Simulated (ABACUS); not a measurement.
Crystal: Ge.

```
Ge
1.0
    -2.57449    2.57449    1.39741
     2.57449   -2.57449    1.39741
     2.57449    2.57449   -1.39741
Ge
2
Cartesian
  0.0000 0.0000 1.3974
  2.5745 0.0000 0.6987
```

This isn't the form of Ge at room conditions, which is diamond.

Base run:

- Program: ABACUS 3.10.1
- Functional: LDA
- Potentials or basis: PseudoDojo NC SR 0.4.1 LDA stringent
- Cutoff: 1687 eV
- Density cutoff: 6748 eV
- Basis: plane waves
- k mesh: 9 × 9 × 9
- Occupations: fermi-dirac, width 0.05 eV
- Spin: no spin polarisation

Its results: band gap on the k mesh none (metal or under the smearing width); pressure -2.4 GPa.

Question: The run is repeated on the same cell with these changes: basis from plane waves to DZP LCAO (the cutoffs set its grid); k mesh from 9 × 9 × 9 to 10 × 10 × 10. What comes out?

Answer: Band gap on the k mesh none (metal or under the smearing width); pressure -1.3 GPa.

Several settings changed at once, so the effect can't be laid on one alone.

Caveats: the atomic orbitals were generated for these runs and aren't a published set (some runs); the basis of atomic orbitals isn't converged, which shifts pressures, moduli and gaps (some runs).

Not every run made on this cell is shown here.
